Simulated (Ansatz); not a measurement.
Crystal: CuO.

```
Cu O
1.0
     2.34185   -1.71130    0.00000
    -1.49182   -1.71130   -5.05787
     2.34185    5.13390    0.00000
Cu O
4 4
Direct
  0.32133 0.95658 0.29054
  0.67867 0.04342 0.70946
  0.32256 0.52186 0.68365
  0.67744 0.47814 0.31635
  0.41767 0.70732 0.00990
  0.41393 0.79268 0.65850
  0.22494 0.34817 0.07342
  0.94346 0.15183 0.25818
```

Base run:

| Quantity | Value |
| --- | --- |
| Program | Ansatz 0.2.0 |
| Functional | LDA |
| Potentials or basis | Ansatz PAW |
| Cutoff | 420 eV |
| Density cutoff | 1680 eV |
| k mesh | 9 × 5 × 5 |
| Occupations | fermi-dirac, width 0.05 eV |
| Spin | no spin polarisation |
| Hubbard terms | Cu d U = 4.5 eV |

Its results: band gap on the k mesh none (metal or under the smearing width); pressure 42.1 GPa; largest force 15.668 eV/Å.

**Question.** The run is repeated on the same cell with these changes: hubbard terms from Cu d U = 4.5 eV to Cu d U = 5.3 eV. What comes out?

**Answer.** Band gap on the k mesh none (metal or under the smearing width); pressure 42.7 GPa; largest force 15.812 eV/Å.

Caveats: a pressure of tens of GPa on the cell as given is suspect, and the run, the potentials or the cell itself is likely at fault; the run has no spin polarisation, though such a crystal can be magnetic; U without spin polarisation on a metal has little footing; the PAW data sets come from PBE, with cores solved anew for the run's functional, which leaves a small shift of forces and pressure; forces of over 1 eV/Å show positions far from the minimum, so gaps and moduli don't describe the material at rest.

Not every run made on this cell is shown here.
